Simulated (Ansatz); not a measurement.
# Ge: the cost of one run

Computed with Ansatz 0.2.0 (DFT, PBE, plane-wave PAW, default files, scalar-relativistic, as far as a step names no other, unless a step's input says otherwise).

## Step 1: The structure to begin with

It takes space group P4_32_12 (No. 96, tetragonal). Conventional cell: a = 5.930 Å, b = 5.930 Å, c = 6.980 Å, α = 90.00°, β = 90.00°, γ = 90.00°. Ge (site symmetry 2) is surrounded by 4 Ge at 2.44 to 2.55 Å. Ge (site symmetry 1) is surrounded by 4 Ge at 2.44 to 2.55 Å.

Coordinates:

```cif
data_structure
_symmetry_space_group_name_H-M 'P4_32_12'
_symmetry_Int_Tables_number 96
_cell_length_a 5.9300
_cell_length_b 5.9300
_cell_length_c 6.9800
_cell_angle_alpha 90.000
_cell_angle_beta 90.000
_cell_angle_gamma 90.000
_cell_volume 245.45
loop_
_atom_site_label
_atom_site_type_symbol
_atom_site_symmetry_multiplicity
_atom_site_Wyckoff_symbol
_atom_site_fract_x
_atom_site_fract_y
_atom_site_fract_z
_atom_site_occupancy
Ge1 Ge 4 a 0.07500 0.07500 0.00000 1
Ge2 Ge 8 b 0.16670 0.37500 0.25000 1
```

The earlier run gave: gap on the mesh 0.54 eV, largest force 0.903 eV/Å, pressure 4.0 GPa.

Like atoms gathered into sites:

```tsv
site	atoms	first shell	V_zz (10²¹ V/m²)	η	C_Q (MHz)
Ge1	1, 2, 3, 4	4 Ge at 2.44–2.55 Å	3.32	0.44	-15.8 (⁷³Ge)
Ge5	5, 6, 7, 8, …	4 Ge at 2.44–2.55 Å	-5.05	0.77	23.9 (⁷³Ge)
```

C_Q = eQV_zz/h, which is 24.18 MHz for Q = 1 b and V_zz = 10²¹ V/m²; η = (V_xx − V_yy)/V_zz. Nuclear quadrupole moments: year-2017 set (Pyykkö).

## Step 2: Z stretched by +3 %, ions relaxed

input.yaml reads:

```yaml
crystal:
  lattice:
    - [5.93, 0.0, 0.0]
    - [0.0, 5.93, 0.0]
    - [0.0, 0.0, 7.1894]
  atoms:
    - { symbol: Ge, position: [0.0898971816, 0.0898971816, 0.0] }
    - { symbol: Ge, position: [0.4101028184, 0.5898971816, 0.75] }
    - { symbol: Ge, position: [0.9101028184, 0.9101028184, 0.5] }
    - { symbol: Ge, position: [0.5898971816, 0.4101028184, 0.25] }
    - { symbol: Ge, position: [0.172343507, 0.3691185639, 0.2595049997] }
    - { symbol: Ge, position: [0.1308814361, 0.672343507, 0.0095049997] }
    - { symbol: Ge, position: [0.827656493, 0.6308814361, 0.7595049997] }
    - { symbol: Ge, position: [0.8691185639, 0.327656493, 0.5095049997] }
    - { symbol: Ge, position: [0.672343507, 0.1308814361, -0.0095049997] }
    - { symbol: Ge, position: [0.6308814361, 0.827656493, 0.2404950003] }
    - { symbol: Ge, position: [0.327656493, 0.8691185639, 0.4904950003] }
    - { symbol: Ge, position: [0.3691185639, 0.172343507, 0.7404950003] }
kpoints:
  mp_grid: { grid: [8, 8, 7] }
scf:
  occupations: { method: fermi_dirac, width: 0.02 }
hamiltonian:
  xc: pbe
  pseudopotentials: { kind: paw }
output:
  forces: true
  stress: true
  populations: true
  efg: { quadrupole_moments_barn: { Ge: -0.196 }, contact_densities: true }
relax:
  f_tol: 0.02
  max_steps: 60
```

The run is started by

```
ansatz run input.yaml --threads 4 --pin off --max-ram 8192MiB --backend cpu --events-out ev --progress --plain --runs-dir out
```

What time and memory should one allow on 4 threads of Intel Xeon 6975P-C (Granite Rapids), shared host?

About 59 s, with a peak of 1.8 GiB.
